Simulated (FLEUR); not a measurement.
# MgSe (Fm-3m) in FLEUR: a series of runs

The runs below take MgSe through equation of state, with LDA.

Program: FLEUR MaX-R8.1 (later development tree). These are calculated values, not measurements. Logs are shortened: lines on timing, memory, paths and dates and some standing lists are left out, and cuts for length are marked.

### Step 1. The crystal as given

Symmetry: Fm-3m, No. 225, cubic system. The conventional cell has a = 5.451 Å, b = 5.451 Å, c = 5.451 Å, α = 90.00°, β = 90.00°, γ = 90.00°. Se (site symmetry m-3m) is surrounded by 6 Mg at 2.73 Å. Mg (site symmetry m-3m) is surrounded by 6 Se at 2.73 Å.

### Step 2. Equation of state, LDA, 19.03 Å³/atom (volume scaled by 0.94)

Input file inp.xml:

```xml
<?xml version="1.0" encoding="UTF-8" standalone="no"?>
<fleurInput fleurInputVersion="0.39">
   <comment>
      MgSe                                                                                                
   </comment>
   <calculationSetup>
      <cutoffs Kmax="4.52" Gmax="14.0" GmaxXC="14.0" numbands="0"/>
      <scfLoop itmax="60" minDistance="0.00001" maxIterBroyd="15" imix="Anderson" alpha="0.05" precondParam="0.0" spinf="2.0" sdNocoIR="T"/>
      <coreElectrons ctail="T" frcor="F" kcrel="0" coretail_lmax="0"/>
      <xcFunctional name="vwn" relativisticCorrections="F"/>
      <magnetism jspins="1"/>
      <soc l_soc="F" theta="0.0" phi="0.0" spav="F"/>
      <expertModes spex="0" secvar="F"/>
      <geometryOptimization l_f="F" forcealpha="1.0" forcemix="BFGS" epsdisp="0.00001" epsforce="0.00001"/>
      <ldaU l_linMix="F" mixParam="0.05" spinf="1.0"/>
   </calculationSetup>
   <cell>
      <bzIntegration valenceElectrons="26.0" mode="hist" fermiSmearingEnergy="0.00183747">
         <kPointListSelection listName="default-1"/>
         <!-- k-points included here -->
         <xi:include xmlns:xi="http://www.w3.org/2001/XInclude" href="kpts.xml"> </xi:include>
      </bzIntegration>
      <!-- symmetry operations included here -->
      <xi:include xmlns:xi="http://www.w3.org/2001/XInclude" href="sym.xml"> </xi:include>
      <bulkLattice scale="0.9795861087">
         <bravaisMatrix>
            <row-1>    0.0000000000000000     5.1504485525972994     5.1504485525972994</row-1>
            <row-2>    5.1504485525972994     0.0000000000000000     5.1504485525972994</row-2>
            <row-3>    5.1504485525972994     5.1504485525972994     0.0000000000000000</row-3>
         </bravaisMatrix>
      </bulkLattice>
   </cell>
   <atomSpecies>
      <species name="Selenium (Se)" element="Se" atomicNumber="34">
         <mtSphere radius="2.46" gridPoints="837" logIncrement="0.015"/>
         <atomicCutoffs lmax="10" lnonsphr="10"/>
         <electronConfig flipSpins="F">
            <coreConfig>(1s1/2) (2s1/2) (2p1/2) (2p3/2) (3s1/2) (3p1/2) (3p3/2)</coreConfig>
            <valenceConfig>(3d3/2) (3d5/2) (4s1/2) (4p1/2) (4p3/2)</valenceConfig>
            <stateOccupation state="(4p1/2)" spinUp="0.666667" spinDown="0.666667"/>
            <stateOccupation state="(4p3/2)" spinUp="1.333333" spinDown="1.333333"/>
         </electronConfig>
         <energyParameters s="4" p="4" d="4" f="4"/>
         <lo type="SCLO" l="2" n="3" eDeriv="0"/>
         <lo type="SCLO" l="0" n="4" eDeriv="2"/>
         <lo type="SCLO" l="1" n="4" eDeriv="2"/>
         <lo type="SCLO" l="3" n="4" eDeriv="2"/>
      </species>
      <species name="Magnesium (Mg)" element="Mg" atomicNumber="12">
         <mtSphere radius="2.17" gridPoints="741" logIncrement="0.015"/>
         <atomicCutoffs lmax="9" lnonsphr="9"/>
         <electronConfig flipSpins="F">
            <coreConfig>(1s1/2)</coreConfig>
            <valenceConfig>(2s1/2) (2p1/2) (2p3/2) (3s1/2)</valenceConfig>
         </electronConfig>
         <energyParameters s="3" p="2" d="3" f="4"/>
         <lo type="SCLO" l="0" n="2" eDeriv="0"/>
         <lo type="HELO" l="1" n="3" eDeriv="0"/>
         <lo type="HELO" l="1" n="3" eDeriv="1"/>
         <lo type="SCLO" l="2" n="3" eDeriv="2"/>
         <lo type="SCLO" l="3" n="4" eDeriv="2"/>
      </species>
   </atomSpecies>
   <atomGroups>
      <atomGroup species="Selenium (Se)">
         <relPos label="                   1">1.000/2.000 1.000/2.000 1.000/2.000</relPos>
         <force calculate="T" relaxXYZ="TTT"/>
      </atomGroup>
      <atomGroup species="Magnesium (Mg)">
         <relPos label="                   2">.0000000000 .0000000000 .0000000000</relPos>
         <force calculate="T" relaxXYZ="TTT"/>
      </atomGroup>
   </atomGroups>
   <output dos="F" band="F" slice="F">
      <checks vchk="F" cdinf="F"/>
      <bandDOS minEnergy="-.5*Htr" maxEnergy="0.5*Htr" sigma="0.015" storeEVData="T"/>
      <vacuumDOS vacdos="F" integ="F" star="F" nstars="0" locx1="0.0" locy1="0.0" locx2="0.0" locy2="0.0" nstm="0" tworkf="0.0"/>
      <unfoldingBand unfoldBand="F" supercellX="1" supercellY="1" supercellZ="1"/>
      <plotting iplot="0" polar="F">
         <plot TwoD="T" vec1="  1.0  0.0  0.0" vec2="  0.0  1.0  0.0" vec3="  0.0  0.0  1.0" zero="  0.0  0.0  0.0" file="plot"/>
      </plotting>
      <chargeDensitySlicing numkpt="0" minEigenval="0.0" maxEigenval="0.0" nnne="0" pallst="F"/>
      <specialOutput eonly="F"/>
      <moessbauerParams electricFieldGradient="T" isomerShift="T" coreHyperfine="T" valenceHyperfine="T"/>
      <magneticCircularDichroism mcd="F" energyLo="-10.0" energyUp="0.0"/>
   </output>
  <!-- We include the file relax.xml here to enable relaxations (see documentation) -->
  <xi:include xmlns:xi="http://www.w3.org/2001/XInclude" href="relax.xml"> <xi:fallback/> </xi:include>
</fleurInput>
```

Potentials or basis: all-electron, FLAPW.

The run is started by

```bash
$ inpgen -f crystal.txt -profile fastHighL
$ # inp.xml edited to the form shown
$ fleur_MPI
```

The log of the run:

```text
Welcome to FLEUR        (www.flapw.de)
      MaX-Release 8.1          (www.max-centre.eu)

 ========== k-point set info ==========
 Selected k-point list: default-1
 k-point list type: mesh
 8 x 8 x 8
 Number of k points: 29

 ------------Calculation Setup---------------------------
 Number of MPI-tasks      :            1
 Number of PE/node        :            1
 Number of OMP-threads    :            1
 Most efficient MPI parallelization for:
           1          29
 Additional eigenvalue parallelization possible
 Number of basis functions:          485
 Approximate size of matrices (H+S) per k-point:         0.004 GB
 --------------------------------------------------------
 Iteration:     1   Distance:       5.85117024 me/bohr^3
 Iteration:     2   Distance:       5.36466373 me/bohr^3
 Iteration:     3   Distance:       2.53506246 me/bohr^3
 Iteration:     4   Distance:       0.99519015 me/bohr^3
 Iteration:     5   Distance:       0.92954545 me/bohr^3
 Iteration:     6   Distance:       0.12961981 me/bohr^3
 Iteration:     7   Distance:       0.10873726 me/bohr^3
 Iteration:     8   Distance:       0.02091316 me/bohr^3
 Iteration:     9   Distance:       0.00394211 me/bohr^3
 Iteration:    10   Distance:       0.00308562 me/bohr^3
 Iteration:    11   Distance:       0.00019992 me/bohr^3
 Iteration:    12   Distance:       0.00014397 me/bohr^3
 Iteration:    13   Distance:       0.00000827 me/bohr^3

 ********************************************************************
 Run finished successfully
 Stop message:
   all done
 ********************************************************************
```

out.xml (last iteration):

```text
<iteration numberForCurrentRun="   13" overallNumber="   13">
         <energyParameters units="Htr">
            <atomicEP atomType="1" spin="1" branch="4s" branchLowest="-7.35" branchHighest="0.17" value="-0.2444191785"/>
            <atomicEP atomType="1" spin="1" branch="4p" branchLowest="-5.15" branchHighest="0.81" value="0.1020612915"/>
            <atomicEP atomType="1" spin="1" branch="4d" branchLowest="-1.50" branchHighest="1.91" value="0.3785699278"/>
            <atomicEP atomType="1" spin="1" branch="4f" branchLowest="-9.99" branchHighest="2.82" value="0.5467409368"/>
            <loAtomicEP atomType="1" spin="1" branch="3d" branchLowest="-9.99" branchHighest="-1.50" value="-1.4980360827"/>
            <loAtomicEP atomType="1" spin="1" branch="4s" branchLowest="-7.35" branchHighest="0.17" value="-0.2444191785"/>
            <loAtomicEP atomType="1" spin="1" branch="4p" branchLowest="-5.15" branchHighest="0.81" value="0.0988399565"/>
            <loAtomicEP atomType="1" spin="1" branch="4f" branchLowest="-9.99" branchHighest="2.82" value="0.5467430853"/>
            <atomicEP atomType="2" spin="1" branch="3s" branchLowest="-2.52" branchHighest="1.88" value="0.1172131331"/>
            <atomicEP atomType="2" spin="1" branch="2p" branchLowest="-9.99" branchHighest="-1.32" value="-1.3343646138"/>
            <atomicEP atomType="2" spin="1" branch="3d" branchLowest="-9.99" branchHighest="2.32" value="0.4048739280"/>
            <atomicEP atomType="2" spin="1" branch="4f" branchLowest="-9.99" branchHighest="4.33" value="0.5698183287"/>
            <loAtomicEP atomType="2" spin="1" branch="2s" branchLowest="-45.68" branchHighest="-2.52" value="-2.5350818075"/>
            <heloAtomicEP atomType="2" spin="1" branch="3p" branchLowest="1.35" branchHighest="1.35" value="1.3547836836"/>
            <heloAtomicEP atomType="2" spin="1" branch="3p" branchLowest="1.35" branchHighest="1.35" value="1.3547836836"/>
            <loAtomicEP atomType="2" spin="1" branch="3d" branchLowest="-9.99" branchHighest="2.32" value="0.4048739787"/>
            <loAtomicEP atomType="2" spin="1" branch="4f" branchLowest="-9.99" branchHighest="4.33" value="0.5698211427"/>
         </energyParameters>
         <eigenvalues>
            <eigenvaluesAt spin="1" ikpt="1" k_x="0.00000000" k_y="0.00000000" k_z="0.00000000">
                      -2.5350692463       -1.5002928523       -1.5002928523       -1.4999966596       -1.4999966596
                      -1.4999966596       -1.3377419544       -1.3377419544       -1.3377419544       -0.2869035551
                       0.2038476772        0.2038476772        0.2038476772        0.3070920482        0.4743291062
                       0.4743291062        0.4743291062        0.5747135809        0.5747135809        0.6068839597
                       0.6253789310
            </eigenvaluesAt>
            <eigenvaluesAt spin="1" ikpt="2" k_x="0.00000000" k_y="0.00000000" k_z="0.12500000">
                      -2.5350679729       -1.5002932128       -1.5002932128       -1.4999948014       -1.4999934800
                      -1.4999934800       -1.3377680827       -1.3377414007       -1.3377414007       -0.2814704296
[... 42 lines left out ...]
         <allElectronCharges>
            <spinDependentCharge spin="1" total="46.0000000" interstitial="2.6836571" mtSpheres="43.3163429"/>
            <totalCharge value="45.9999999967"/>
         </allElectronCharges>
         <moessbauerParams unitsHFF="kG" unitsIS="e/bohr^3" unitsEFG="Htr/bohr^2">
            <coreIsomerShift atomType="1" isTotal="39785.95073">
               <shell n="1" l="0" isomerShift="35524.45520"/>
               <shell n="2" l="0" isomerShift="3641.42680"/>
               <shell n="2" l="1" isomerShift="36.72270"/>
               <shell n="3" l="0" isomerShift="577.46314"/>
               <shell n="3" l="1" isomerShift="5.88289"/>
            </coreIsomerShift>
            <coreIsomerShift atomType="2" isTotal="1077.32222">
               <shell n="1" l="0" isomerShift="1077.32222"/>
            </coreIsomerShift>
            <isomerShift atomType="1" nucleusRadius="0.0001013" averageDensity="39840.96800"/>
            <isomerShift atomType="2" nucleusRadius="0.0000684" averageDensity="1148.14378"/>
            <electricFieldGradient atomType="1" VXX="0.00000" VYY="0.00000" VZZ="0.00000" asymParam="0.00000">
            </electricFieldGradient>
            <electricFieldGradient atomType="2" VXX="0.00000" VYY="0.00000" VZZ="0.00000" asymParam="0.00000">
            </electricFieldGradient>
         </moessbauerParams>
         <totalEnergy                                    value="    -2626.7214649569" units="Htr">
            <sumOfEigenvalues                            value="    -1506.7969825753">
               <coreElectrons value="-1478.8973382195"/>
               <valenceElectrons value="-27.8996443558"/>
            </sumOfEigenvalues>
            <densityCoulombPotentialIntegral value="-4057.6245152454"/>
            <densityEffectivePotentialIntegral value="-4190.7808027328"/>
            <chargeDenXCDenIntegral value="-100.5695025480"/>
            <FockExchangeEnergyValence value="0.0000000000"/>
            <FockExchangeEnergyCore value="0.0000000000"/>
            <atomTypeDependentContributions atomType="1">
               <electronNucleiInteractionDifferentMTs value="2927.5603656623"/>
               <MadelungTerm value="-11.9188881796"/>
            </atomTypeDependentContributions>
            <atomTypeDependentContributions atomType="2">
               <electronNucleiInteractionDifferentMTs value="236.7325436437"/>
               <MadelungTerm value="-5.1117274581"/>
            </atomTypeDependentContributions>
            <tkbTimesEntropy value="0.0000000000"/>
            <freeEnergy value="-2626.7214649569"/>
            <extrapolationTo0K value="-2626.7214649569"/>
         </totalEnergy>
         <densityConvergence units="me/bohr^3">
            <chargeDensity spin="1" distance="0.0000082703"/>
         </densityConvergence>
      </iteration>
```

It took 34 s on 1 thread of Arm Neoverse V1, shared host; peak memory 0.06 GiB.

Results:

* Free energy: -71476.7323 eV
* Band gap on the k mesh: 1.76 eV, indirect (least direct gap 2.81 eV)
* Valence electrons inside the program's atomic spheres: Se 14.86; Mg 8.45 (radii Se 2.46, Mg 2.17 bohr)

### Step 3. Equation of state, LDA, 19.44 Å³/atom (volume scaled by 0.96)

inp.xml: that of step 2 with these lines changed.

```diff
@@ -24,3 +24,3 @@
       <xi:include xmlns:xi="http://www.w3.org/2001/XInclude" href="sym.xml"> </xi:include>
-      <bulkLattice scale="0.9795861087">
+      <bulkLattice scale="0.9864848297">
          <bravaisMatrix>
```

Potentials or basis: all-electron, FLAPW.

The run is started by

```bash
$ inpgen -f crystal.txt -profile fastHighL
$ # inp.xml edited to the form shown
$ fleur_MPI
```

It took 37 s on 1 thread of Arm Neoverse V1, shared host; peak memory 0.06 GiB.

Results (log left out):

```
Free energy                                           : -71476.7389 eV
Band gap on the k mesh                                : 1.73 eV, indirect (least direct gap 2.66 eV)
Valence electrons inside the program's atomic spheres : Se 14.84; Mg 8.44 (radii Se 2.46, Mg 2.17 bohr)
```

### Step 4. Equation of state, LDA, 20.25 Å³/atom

inp.xml: that of step 3 with these lines changed.

```diff
@@ -24,3 +24,3 @@
       <xi:include xmlns:xi="http://www.w3.org/2001/XInclude" href="sym.xml"> </xi:include>
-      <bulkLattice scale="0.9864848297">
+      <bulkLattice scale="1.0000000000">
          <bravaisMatrix>
```

The run is started by

```bash
$ inpgen -f crystal.txt -profile fastHighL
$ # inp.xml edited to the form shown
$ fleur_MPI
```

Run time: 38 s. Hardware: 1 thread of Arm Neoverse V1, shared host; peak memory 0.06 GiB.

Results (log left out):

```yaml
Free_energy: -71476.7303 eV
Band_gap_on_the_k_mesh: 1.66 eV, indirect (least direct gap 2.38 eV)
Valence_electrons_inside_the_program's_atomic_spheres: Se 14.81; Mg 8.41 (radii Se 2.46, Mg 2.17 bohr)
```

### Step 5. Equation of state, LDA, 21.06 Å³/atom (volume scaled by 1.04)

inp.xml: that of step 4 with these lines changed.

```diff
@@ -24,3 +24,3 @@
       <xi:include xmlns:xi="http://www.w3.org/2001/XInclude" href="sym.xml"> </xi:include>
-      <bulkLattice scale="1.0000000000">
+      <bulkLattice scale="1.0131594038">
          <bravaisMatrix>
```

The run is started by

```bash
$ inpgen -f crystal.txt -profile fastHighL
$ # inp.xml edited to the form shown
$ fleur_MPI
```

It took 44 s on 1 thread of Arm Neoverse V1, shared host; peak memory 0.06 GiB.

Results (log left out):

```yaml
Free_energy: -71476.6972 eV
Band_gap_on_the_k_mesh: 1.60 eV, indirect (least direct gap 2.13 eV)
Valence_electrons_inside_the_program's_atomic_spheres: Se 14.78; Mg 8.39 (radii Se 2.46, Mg 2.17 bohr)
```

### Step 6. Equation of state, LDA, 21.46 Å³/atom (volume scaled by 1.06)

inp.xml: that of step 5 with these lines changed.

```diff
@@ -24,3 +24,3 @@
       <xi:include xmlns:xi="http://www.w3.org/2001/XInclude" href="sym.xml"> </xi:include>
-      <bulkLattice scale="1.0131594038">
+      <bulkLattice scale="1.0196128224">
          <bravaisMatrix>
```

Potentials or basis: all-electron, FLAPW.

The run is started by

```bash
$ inpgen -f crystal.txt -profile fastHighL
$ # inp.xml edited to the form shown
$ fleur_MPI
```

It took 45 s on 1 thread of Arm Neoverse V1, shared host; peak memory 0.06 GiB.

The run converged. Its results:

* Free energy: -71476.6730 eV
* Band gap on the k mesh: 1.57 eV, indirect (least direct gap 2.01 eV)
* Valence electrons inside the program's atomic spheres: Se 14.76; Mg 8.38 (radii Se 2.46, Mg 2.17 bohr)

### Step 7. Equation of state, LDA

Potentials or basis: all-electron, FLAPW.

No new run: the results of the series are fitted here.

Results:

| Quantity | Value |
| --- | --- |
| Equilibrium volume | 19.58 Å³/atom |
| Bulk modulus | 69 GPa |
| Pressure derivative of the bulk modulus | 4.2 (rough: it moves with the points fitted) |

Energy against volume, from the lowest point:
```tsv
volume (Å³/atom)	energy (meV/atom)
19.031	3.30
19.436	0.00
20.246	4.34
21.056	20.87
21.461	32.98
```
